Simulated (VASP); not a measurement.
VASP 6.6.1 run: MgS

INCAR

```
GGA = PS
LREAL = .TRUE.
NBANDS = 44
IBRION = -1
LCHARG = .FALSE.
ENCUT = 520
LASPH = .TRUE.
ISIF = 2
EDIFF = 1E-7
SIGMA = 0.1
ISMEAR = 0
NSW = 0
NELM = 120
PREC = Accurate
LWAVE = .FALSE.
```

KPOINTS

```
KPOINTS created by Atomic Simulation Environment
0
Gamma
6 6 6
0 0 0
```

POSCAR

```
Mg S
 1.0000000000000000
    -0.0743000000000000    2.8090999999999999    2.8151000000000002
     2.8650000000000002   -0.0375000000000000    2.7782000000000000
     2.8611000000000000    2.7684000000000002   -0.0336000000000000
 Mg  S
   1   1
Cartesian
  2.8542749000000001  0.0395675800000000  2.8081805799999997
  1.4002535800000000  1.3722442400000001  1.3529420200000002
```

The recommended PBE PAW datasets give the neutral cell 8 valence electrons.

Command

```
mpirun -np 1 vasp_std
```

OSZICAR

```
N       E                     dE             d eps       ncg     rms          rms(c)
DAV:   1     0.264369870333E+02    0.26437E+02   -0.25803E+03  9888   0.142E+02
DAV:   2    -0.818447660180E+01   -0.34621E+02   -0.32539E+02 12272   0.453E+01
DAV:   3    -0.934393426304E+01   -0.11595E+01   -0.11497E+01 12088   0.748E+00
DAV:   4    -0.934732989052E+01   -0.33956E-02   -0.33950E-02 11940   0.402E-01
DAV:   5    -0.934734289013E+01   -0.13000E-04   -0.12999E-04 12012   0.264E-02    0.374E+00
DAV:   6    -0.888578880600E+01    0.46155E+00   -0.66047E-01 12548   0.977E-01    0.301E+00
DAV:   7    -0.884448616854E+01    0.41303E-01   -0.13916E-01 12784   0.522E-01    0.178E+00
DAV:   8    -0.884582251357E+01   -0.13363E-02   -0.54237E-03 12592   0.136E-01    0.276E-01
DAV:   9    -0.884589168405E+01   -0.69170E-04   -0.48973E-04 12624   0.325E-02    0.778E-02
DAV:  10    -0.884598215851E+01   -0.90474E-04   -0.17875E-04 11984   0.185E-02    0.118E-02
DAV:  11    -0.884598345904E+01   -0.13005E-05   -0.44514E-06 12608   0.410E-03    0.132E-02
DAV:  12    -0.884598442905E+01   -0.97002E-06   -0.65690E-07 11408   0.155E-03    0.818E-03
DAV:  13    -0.884598425973E+01    0.16933E-06   -0.18864E-07 12200   0.556E-04    0.191E-03
DAV:  14    -0.884598425282E+01    0.69121E-08   -0.10132E-08  8936   0.208E-04
   1 F= -.88459843E+01 E0= -.88459843E+01  d E =-.149183E-15
```

From OUTCAR

```
k-points           NKPTS =    112   k-points in BZ     NKDIM =    112   number of bands    NBANDS=     44

   NELECT =       8.0000    total number of electrons

   dimension x,y,z NGX =    30 NGY =   30 NGZ =   30
   dimension x,y,z NGXF=    60 NGYF=   60 NGZF=   60

  energy-cutoff  :      520.00
  volume of cell :       45.80
      direct lattice vectors                 reciprocal lattice vectors
    -0.074300000  2.809100000  2.815100000    -0.167900486  0.175652890  0.175517197
     2.865000000 -0.037500000  2.778200000     0.172219220 -0.175801668  0.179972418
     2.861100000  2.768400000 -0.033600000     0.172701733  0.180602841 -0.175659729

 k-points in reciprocal lattice and weights: KPOINTS created by Atomic Simulation Env
   0.00000000  0.00000000  0.00000000       0.005
   0.16666667 -0.00000000 -0.00000000       0.009
   0.33333333 -0.00000000 -0.00000000       0.009
   0.50000000 -0.00000000 -0.00000000       0.005
  -0.00000000  0.16666667  0.00000000       0.009
   0.16666667  0.16666667 -0.00000000       0.009
   0.33333333  0.16666667 -0.00000000       0.009
   0.50000000  0.16666667 -0.00000000       0.009
   ...

 E-fermi :   1.5428

 k-point     1 :       0.0000    0.0000    0.0000
  band No.  band energies     occupation
      1     -10.3072      2.00000
      2       0.8172      2.00000
      3       0.9720      2.00000
      4       1.0117      2.00000
      5       4.1794      0.00000
      6       8.5560      0.00000
      7       8.7915      0.00000
      8       9.0872      0.00000
      9      11.4390      0.00000
     10      12.0132      0.00000
     11      14.0482      0.00000
     12      14.3630      0.00000
     13      14.9041      0.00000
     14      15.0985      0.00000
     15      18.0324      0.00000
     16      24.9636      0.00000
     17      25.0443      0.00000
     18      25.4108      0.00000
     19      26.2621      0.00000
     20      26.3189      0.00000
     21      27.0413      0.00000
     22      27.2304      0.00000
     23      27.4752      0.00000
     24      30.9568      0.00000
     25      31.6950      0.00000
     26      32.0856      0.00000
     27      36.5506      0.00000
     28      37.1083      0.00000
     29      37.6471      0.00000
     30      38.0297      0.00000
     31      38.6588      0.00000
     32      39.4547      0.00000
     33      40.7163      0.00000
     34      42.0838      0.00000
     35      42.3711      0.00000
     36      42.5655      0.00000
     37      43.3095      0.00000
     38      43.9529      0.00000
     39      44.3515      0.00000
     40      45.0265      0.00000
     41      45.1879      0.00000
     42      45.6604      0.00000
     43      45.9658      0.00000
     44      46.4244      0.00000

 ...

  Total       -0.1323558      0.0150623      0.0017914      0.8415036      0.2166857      0.8901579
  in kB       -4.6300340      0.5269051      0.0626662     29.4372574      7.5800419     31.1392676
  external PRESSURE =      -1.3468209 kB  Pullay stress =       0.0000000 kB

 POSITION                                       TOTAL-FORCE (eV/Angst)
 -----------------------------------------------------------------------------------
      2.85427      0.03957      2.80818        -0.232368     -0.622168     -0.617843
      1.40025      1.37224      1.35294         0.232368      0.622168      0.617843
 -----------------------------------------------------------------------------------
    total drift:                               -0.047583      0.037608     -0.095150

  FREE ENERGIE OF THE ION-ELECTRON SYSTEM (eV)
  ---------------------------------------------------
  free  energy   TOTEN  =        -8.8459842528 eV

  energy  without entropy=       -8.8459842528  energy(sigma->0) =       -8.84598425
```

It converged. Results: gap between bands v and c on the k mesh 3.17 eV; least direct gap on the k mesh 3.17 eV; pressure -0.1 GPa; largest force 0.91 eV/Å. Band v is the last that the valence electrons fill when counted band by band, and c is the next.

For comparison, a separate PBEsol run of the intended cell, on usual settings and not on those above, gives a gap of 3.17 eV on its mesh and a pressure of -0.2 GPa.

The run above took about 2 min on one core of a shared host (Intel Xeon 6975P-C) and held 0.25 GiB at most.
